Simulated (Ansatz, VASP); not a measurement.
One calculation of Si, two programs

File INCAR:

```
ALGO = Normal
EDIFF = 1E-6
ENCUT = 520
GGA = PE
ISIF = 2
ISMEAR = 0
LASPH = True
LCHARG = False
LREAL = False
LWAVE = False
NBANDS = 11
NELM = 100
PREC = Accurate
SIGMA = 0.05
```

KPOINTS

```
k-points
0
Gamma
  10 10 10
```

Contents of POSCAR:

```
Si
1.0
    0.0000000000      2.8707650910      2.4817764212
    2.8707650910      0.0000000000      2.4817764212
    2.8707650910      2.8707650910      0.0000000000
Si
2
Direct
    0.5000000000      0.5000000000      0.5000000000
    0.7500000000      0.7500000000      0.7500000000
```

Input for Ansatz:

```yaml
crystal:
  lattice:
    - [0.0, 2.870765091, 2.4817764212]
    - [2.870765091, 0.0, 2.4817764212]
    - [2.870765091, 2.870765091, 0.0]
  atoms:
    - { symbol: Si, position: [0.5, 0.5, 0.5] }
    - { symbol: Si, position: [0.75, 0.75, 0.75] }
basis:
  ecutwfc: 420
kpoints:
  mp_grid: { grid: [10, 10, 10] }
hamiltonian:
  xc: pbe
  pseudopotentials: { kind: paw, azcp: { folder: soft_1 } }
scf:
  occupations: { method: gaussian, width: 0.05 }
output:
  forces: true
  stress: true
  eigenvalues: true
```

Alike in both runs: task single point; functional PBE; k mesh 10 × 10 × 10; occupations gaussian, width 0.05 eV; no spin polarisation.

```csv
,VASP,Ansatz
version,VASP 6.6.1,Ansatz 0.2.0
potentials or method,"VASP PAW PBE potentials, release 64 (Si)","scalar-relativistic, plane waves, PAW"
plane-wave cutoff (eV),520,420
valence electrons in the cell,8,8
```

Ansatz gave:

```
gap on the k mesh at the Fermi level (eV)       : none
pressure (GPa)                                  : -0.8
largest component of the traceless stress (GPa) : 6.60
```

Question: Estimate VASP's values.

Answer: gap on the k mesh at the Fermi level (eV): none; pressure (GPa): -0.8; largest component of the traceless stress (GPa): 6.61.

A gap of «none» marks a metal or a gap that the smearing closes.
